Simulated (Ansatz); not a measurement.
**Trends among crystals of one structure type (F-43m)**

All 4 crystals share space group F-43m (No. 216) and the same kinds of sites, 2 atoms in the primitive cell. They are database entries and needn't be the stable phases. The set is a selection: crystals with an unstable lattice, a very soft shear in a metal or doubtful stress slopes were left out. Cells are relaxed by PAW under the functional.

Quantity: elastic moduli (Hill averages, relaxed ions; θ_D from sound speeds over directions). Level: PBEsol, all-electron LAPW in Ansatz 0.2.0, scalar-relativistic.

| crystal | cell (conventional) | k mesh | smearing (eV) | B (GPa) | G (GPa) | C11 (GPa) | C44 (GPa) | ν | θ_D (K) |
| --- | --- | --- | --- | --- | --- | --- | --- | --- | --- |
| InSb | a = 6.520 Å | 12×12×12 | 0.10 | 42.6 | 20.7 | 61.1 | 27.1 | 0.291 | 193 |
| BeSe | a = 5.128 Å | 8×8×8 | none | 79.6 | 54.1 | 131 | 67.3 | 0.223 | 451 |
| ZnSe | a = 5.633 Å | 8×8×8 | none | 65.2 | 28.9 | 89.2 | 39.7 | 0.307 | 271 |
| CdSe | a = 6.083 Å | 6×6×6 | none | ? | ? | ? | ? | ? | ? |

Question: What did the calculation give for CdSe?

Answer: B = 52.1 GPa, G = 15.5 GPa, C11 = 64.0 GPa, C44 = 22.5 GPa, ν = 0.365, θ_D = 181 K.

Keep in mind: the gap is closed or tiny at this level, so small that the run used smearing; responses move with mesh and smearing (InSb); constants at zero field, no piezoelectric stiffening (BeSe, ZnSe, CdSe).
